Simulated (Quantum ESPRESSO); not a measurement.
# Tc (P6_3/mmc) in Quantum ESPRESSO: a series of runs, part 2 of 2

Quantum ESPRESSO 7.5. Earlier steps stand in the parts before.

## (3) Energy-loss spectrum, PBE

pw.in reads:

```
&CONTROL
  calculation = 'scf'
  prefix = 'pwscf'
  outdir = './tmp'
  pseudo_dir = './pseudo'
  tprnfor = .true.
  tstress = .true.
  disk_io = 'low'
/
&SYSTEM
  ibrav = 0
  nat = 2
  ntyp = 1
  ecutwfc = 84
  nbnd = 22
  occupations = 'smearing'
  smearing = 'mp'
  degauss = 0.01999163
/
&ELECTRONS
  conv_thr = 4d-10
  electron_maxstep = 120
  mixing_beta = 0.5
/
ATOMIC_SPECIES
Tc    97.9072 Tc.upf
CELL_PARAMETERS angstrom
   2.7400000000    0.0000000000    0.0000000000
  -1.3700000000    2.3729096064    0.0000000000
   0.0000000000    0.0000000000    4.3980000000
ATOMIC_POSITIONS angstrom
Tc     1.3700000001    0.7909698687    3.2985000000
Tc    -0.0000000001    1.5819397377    1.0995000000
K_POINTS automatic
6 6 3 0 0 0
```

scf2.in reads:

```
&CONTROL
  calculation = 'scf'
  prefix = 'pwscf'
  outdir = './tmp'
  pseudo_dir = './pseudo'
  tprnfor = .true.
  tstress = .true.
  disk_io = 'low'
/
&SYSTEM
  ibrav = 0
  nat = 2
  ntyp = 1
  ecutwfc = 84
  nbnd = 22
  occupations = 'smearing'
  smearing = 'mp'
  degauss = 0.01999163
/
&ELECTRONS
  conv_thr = 1d-11
  electron_maxstep = 120
  mixing_beta = 0.5
  startingpot = 'file'
  startingwfc = 'file'
/
ATOMIC_SPECIES
Tc    97.9072 Tc.upf
CELL_PARAMETERS angstrom
   2.7400000000    0.0000000000    0.0000000000
  -1.3700000000    2.3729096064    0.0000000000
   0.0000000000    0.0000000000    4.3980000000
ATOMIC_POSITIONS angstrom
Tc     1.3700000001    0.7909698687    3.2985000000
Tc    -0.0000000001    1.5819397377    1.0995000000
K_POINTS automatic
6 6 3 0 0 0
```

eels.in reads:

```
&LR_INPUT
  prefix = 'pwscf'
  outdir = './tmp'
  restart_step = 5000
  restart = .false.
/
&LR_CONTROL
  calculator = 'lanczos'
  approximation = 'TDDFT'
  q1 = 0
  q2 = 0
  q3 = 0.2616507264
  itermax = 300
/
```

spectrum.in reads:

```
&LR_INPUT
  prefix = 'pwscf'
  outdir = './tmp'
  eels = .true.
  itermax0 = 300
  itermax = 20000
  extrapolation = 'osc'
  epsil = 0.02
  units = 1
  start = 0
  end = 40
  increment = 0.2
/
```

Potentials or basis: PseudoDojo 0.4 SR PBE stringent.

Launch:

```console
$ OMP_NUM_THREADS=1 pw.x -in pw.in > pw.out
$ OMP_NUM_THREADS=1 pw.x -in scf2.in > scf2.out
$ OMP_NUM_THREADS=1 turbo_eels.x -in eels.in > eels.out
$ OMP_NUM_THREADS=1 turbo_spectrum.x -in spectrum.in > spectrum.out
```

pw.out:

```text
This program is part of the open-source Quantum ESPRESSO suite
     for quantum simulation of materials; please cite
[... 9 lines left out ...]
     --------------------
     sticks:   dense  smooth     PW     G-vecs:    dense   smooth      PW
     Sum         625     625    187                20029    20029    3285

     Using Slab Decomposition

     bravais-lattice index     =            0
     lattice parameter (alat)  =       5.1778  a.u.
     unit-cell volume          =     192.9672 (a.u.)^3
     number of atoms/cell      =            2
     number of atomic types    =            1
     number of electrons       =        30.00
     number of Kohn-Sham states=           22
     kinetic-energy cutoff     =      84.0000  Ry
     charge density cutoff     =     336.0000  Ry
     scf convergence threshold =      4.0E-10
     mixing beta               =       0.5000
     number of iterations used =            8  plain     mixing
[... 169 lines left out ...]

   -43.9583 -43.9190 -16.7576 -16.6324 -15.9664 -15.9162 -15.7659 -15.7585
    17.0535  17.5996  18.8890  19.2770  21.6765  22.5992  24.0842  25.0996
    25.7280  25.8995  26.0257  28.4128  33.9727  34.2790

          k = 0.1667 0.2887 0.0000 (  2507 PWs)   bands (ev):
[... 31 lines left out ...]
   -43.9210 -43.9210 -16.4998 -16.4998 -16.3710 -16.1637 -15.7707 -15.7707
    18.6657  18.8982  18.8982  19.6951  20.8185  20.8185  22.3716  23.3454
    25.1862  25.1862  31.4969  31.4969  32.8846  35.5047

     the Fermi energy is    22.6181 ev

!    total energy              =    -339.38822853 Ry
     estimated scf accuracy    <          4.4E-11 Ry
     smearing contrib. (-TS)   =      -0.00151468 Ry
     internal energy E=F+TS    =    -339.38671385 Ry

     The total energy is F=E-TS. E is the sum of the following terms:
     one-electron contribution =     -46.11478973 Ry
     hartree contribution      =      44.47498562 Ry
     xc contribution           =     -54.39295454 Ry
     ewald contribution        =    -283.35395520 Ry

     convergence has been achieved in   8 iterations

     Forces acting on atoms (cartesian axes, Ry/au):

     atom    1 type  1   force =     0.00000000    0.00000000    0.00000000
     atom    2 type  1   force =     0.00000000    0.00000000    0.00000000

     Total force =     0.000000     Total SCF correction =     0.000000

     Computing stress (Cartesian axis) and pressure

          total   stress  (Ry/bohr**3)                   (kbar)     P=       31.72
   0.00023318  -0.00000000   0.00000000           34.30       -0.00        0.00
  -0.00000000   0.00023318   0.00000000           -0.00       34.30        0.00
   0.00000000  -0.00000000   0.00018052            0.00       -0.00       26.56

=------------------------------------------------------------------------------=
   JOB DONE.
=------------------------------------------------------------------------------=
```

scf2.out:

```text
This program is part of the open-source Quantum ESPRESSO suite
     for quantum simulation of materials; please cite
[... 9 lines left out ...]
     --------------------
     sticks:   dense  smooth     PW     G-vecs:    dense   smooth      PW
     Sum         625     625    187                20029    20029    3285
[... 207 lines left out ...]
   0.00023297   0.00000000   0.00000000           34.27        0.00        0.00
   0.00000000   0.00023297   0.00000000            0.00       34.27        0.00
   0.00000000   0.00000000   0.00018028            0.00        0.00       26.52

=------------------------------------------------------------------------------=
   JOB DONE.
=------------------------------------------------------------------------------=
```

It took 3 min on 1 thread of Arm Neoverse V1, shared host; peak memory 0.23 GiB.

What came out:

* Free energy: -4617.6121 eV
* Pressure: 3.2 GPa
* Band gap on the k mesh: none (metal or under the smearing width)
* Peak of the energy-loss function: 29.0 eV

Stress tensor (GPa, compression positive):
```
3.43 0.00 0.00
0.00 3.43 0.00
0.00 0.00 2.65
```

Energy-loss function at q = [0.0, 0.0, 0.6] (Å⁻¹, cartesian):
```
energy (eV)   loss
        0.0  0.000
        1.8  0.003
        3.4  0.005
        5.2  0.012
        7.0  0.058
        8.6  0.290
       10.4  0.399
       12.2  0.396
       13.8  0.373
       15.6  0.364
       17.4  0.386
       19.0  0.441
       20.8  0.555
       22.4  0.719
       24.2  0.985
       26.0  1.342
       27.6  1.701
       29.4  1.831
       31.2  1.355
       32.8  0.873
       34.6  0.553
       36.4  0.400
       38.0  0.340
       39.8  0.327
```

Caveat: the k mesh is coarse (spacing up to 0.48 Å⁻¹), so the values aren't converged; the Lanczos chain is short for so many electrons, so humps in the spectrum may be artefacts.
